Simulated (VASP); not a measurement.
Input of a VASP 6.6.1 run:

The input POSCAR:

```
Te
1.0
    4.4540000000      0.0000000000      0.0000000000
   -2.2270000000      3.8572771485      0.0000000000
    0.0000000000      0.0000000000      5.9240000000
Te
3
Direct
    0.7310000000      0.7310000000      0.0000000000
    0.0000000000      0.2690000000      0.6666666667
    0.2690000000      0.0000000000      0.3333333333
```

INCAR.step1

```
  PREC = Accurate
  ENCUT = 520
  EDIFF = 1E-5
  ISMEAR = 0
  SIGMA = 0.02
  LREAL = False
  LASPH = True
  NELM = 100
  ALGO = Normal
  ISIF = 2
  LWAVE = True
  LCHARG = False
  GGA = PE
  KPAR = 4
```

INCAR.step2

```
  PREC = Accurate
  ENCUT = 520
  EDIFF = 1E-6
  ISMEAR = 0
  SIGMA = 0.02
  LREAL = False
  LASPH = True
  NELM = 100
  ALGO = Normal
  ISIF = 2
  LWAVE = False
  LCHARG = False
  GGA = PE
  LHFCALC = True
  AEXX = 0.25
  PRECFOCK = Fast
  HFRCUT = -1
  ISTART = 1
  KPAR = 4
```

File KPOINTS:

```
regular mesh
0
Gamma
  6 6 4
```

Contents of KPOINTS_OPT:

```
path GMKGALHA,LM,KH
10
line-mode
reciprocal
 0.0000000000  0.0000000000  0.0000000000  G
 0.5000000000  0.0000000000  0.0000000000  M

 0.5000000000  0.0000000000  0.0000000000  M
 0.3333333333  0.3333333333  0.0000000000  K

 0.3333333333  0.3333333333  0.0000000000  K
 0.0000000000  0.0000000000  0.0000000000  G

 0.0000000000  0.0000000000  0.0000000000  G
 0.0000000000  0.0000000000  0.5000000000  A

 0.0000000000  0.0000000000  0.5000000000  A
 0.5000000000  0.0000000000  0.5000000000  L

 0.5000000000  0.0000000000  0.5000000000  L
 0.3333333333  0.3333333333  0.5000000000  H

 0.3333333333  0.3333333333  0.5000000000  H
 0.0000000000  0.0000000000  0.5000000000  A

 0.5000000000  0.0000000000  0.5000000000  L
 0.5000000000  0.0000000000  0.0000000000  M

 0.3333333333  0.3333333333  0.0000000000  K
 0.3333333333  0.3333333333  0.5000000000  H
```

Potentials or basis: VASP PAW PBE potentials, release 64 (Te).

The run is started by

```bash
$ cat potpaw_PBE.64/Te/POTCAR > POTCAR
$ cp INCAR.step1 INCAR
$ mpirun -np 4 vasp_std > vasp.out
$ cp INCAR.step2 INCAR
$ mpirun -np 4 vasp_std > vasp.out
```

(1) What does it give for the band gap along the path?

(2) Estimate the band gap on the k mesh.

Results:

(1) 1.08 eV, indirect (least direct gap 1.10 eV).

(2) 1.10 eV, direct.

Caveat: spin-orbit coupling is left out, which moves the levels of the heavy elements.
